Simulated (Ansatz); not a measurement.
## Property card for NiSb$_{2}$

Computed with DFT r2SCAN, scalar-relativistic, plane waves, PAW (Ansatz 0.2.0).

Plane waves to 500 eV, a k mesh through Γ of 8×6×10 on the computed 6-atom cell and Gaussian smearing (0.10 eV); no spin polarisation.

The structure is relaxed at this level of theory with its symmetry kept. Whether it is the stable form of this composition wasn't checked.

```cif
data_structure
_symmetry_space_group_name_H-M 'Pnnm'
_symmetry_Int_Tables_number 58
_cell_length_a 5.2042
_cell_length_b 6.3055
_cell_length_c 3.8638
_cell_angle_alpha 90.000
_cell_angle_beta 90.000
_cell_angle_gamma 90.000
_cell_volume 126.79
loop_
_atom_site_label
_atom_site_type_symbol
_atom_site_symmetry_multiplicity
_atom_site_Wyckoff_symbol
_atom_site_fract_x
_atom_site_fract_y
_atom_site_fract_z
_atom_site_occupancy
Ni1 Ni 2 a 0.00000 0.00000 0.00000 1
Sb1 Sb 4 g 0.21935 0.35994 0.00000 1
```

Question: Formation energy from the elements' standard states (uncorrected)?

Answer: -0.194 eV/atom.

Question: Density of states at the Fermi level?

Answer: 2.80 states/eV per cell.

Question: Löwdin character within 0.5 eV of the Fermi level?

Answer: Sb 5p 54 %, Ni 3d 31 %, Sb 5s 10 %.

Question: Bader charges (e)?

Answer: Ni (2 in the cell) -0.30, Sb (4 in the cell) 0.15.

Spin-orbit coupling is left out, which matters for the bands of heavy elements. Spin polarisation was left out, and a magnetic state may lie lower.

A ferromagnetic start lost its moments in a first run, so spin was left out; other magnetic orders weren't tried.

Cost: 1 run of about 8.4 core-minutes, on Arm Neoverse V1 (shared hosts).